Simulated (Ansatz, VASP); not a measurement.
One calculation of BN, two programs

The input INCAR:

```
PREC = Accurate
ENCUT = 520
EDIFF = 1E-6
ISMEAR = 0
SIGMA = 0.05
LREAL = False
LASPH = True
NELM = 100
ALGO = Normal
ISIF = 2
LWAVE = False
LCHARG = False
GGA = PE
IVDW = 12
NBANDS = 16
```

KPOINTS

```
regular mesh
0
Gamma
  12 12 4
```

Contents of POSCAR:

```
BN
1.0
    2.5061233057      0.0000000000      0.0000000000
   -1.2530616528      2.1703664477      0.0000000000
    0.0000000000      0.0000000000      6.5973571420
B N
2 2
Direct
   -0.0442321619     -0.0884643237      0.4563461559
    0.3333333333      0.6666666667      0.0000000000
    0.0000000000      0.0000000000      0.0000000000
    0.6666666667      0.3333333333      0.5000000000
```

Input for Ansatz:

```yaml
crystal:
  lattice:
    - [2.5061233057, 0.0, 0.0]
    - [-1.2530616528, 2.1703664477, 0.0]
    - [0.0, 0.0, 6.597357142]
  atoms:
    - { symbol: B, position: [-0.0442321619, -0.0884643237, 0.4563461559] }
    - { symbol: B, position: [0.3333333333, 0.6666666667, 0.0] }
    - { symbol: "N", position: [0.0, 0.0, 0.0] }
    - { symbol: "N", position: [0.6666666667, 0.3333333333, 0.5] }
basis:
  ecutwfc: 420
kpoints:
  mp_grid: { grid: [12, 12, 4] }
hamiltonian:
  xc: pbe
  dispersion: d3bj
scf:
  occupations: { method: gaussian, width: 0.05 }
output:
  forces: true
  stress: true
  eigenvalues: true
```

Alike in both runs: task single point; functional PBE; dispersion D3(BJ); k mesh 12 × 12 × 4; occupations gaussian, width 0.05 eV; no spin polarisation.

```csv
,VASP,Ansatz
version,VASP 6.6.1,Ansatz 0.2.0
potentials or method,"VASP PAW PBE potentials, release 64 (B, N)","scalar-relativistic, plane waves, PAW"
plane-wave cutoff (eV),520,420
valence electrons in the cell,16,16
```

Ansatz gave:

* gap on the k mesh at the Fermi level (eV): 2.10
* least direct gap on the mesh (eV): 3.23
* pressure (GPa): 4.9
* largest component of the traceless stress (GPa): 16.51
* rms of the force components (eV/Å): 3.852

**Question.** What did VASP give for the same quantities?

**Answer.** gap on the k mesh at the Fermi level (eV): 2.10; least direct gap on the mesh (eV): 3.23; pressure (GPa): 4.9; largest component of the traceless stress (GPa): 16.62; rms of the force components (eV/Å): 3.851.

Atom by atom the forces differ by 0.005 eV/Å (rms over components).

Caveats: forces of over 1 eV/Å show positions far from the minimum, so gaps and moduli don't describe the material at rest. A k mesh can miss the band edges.
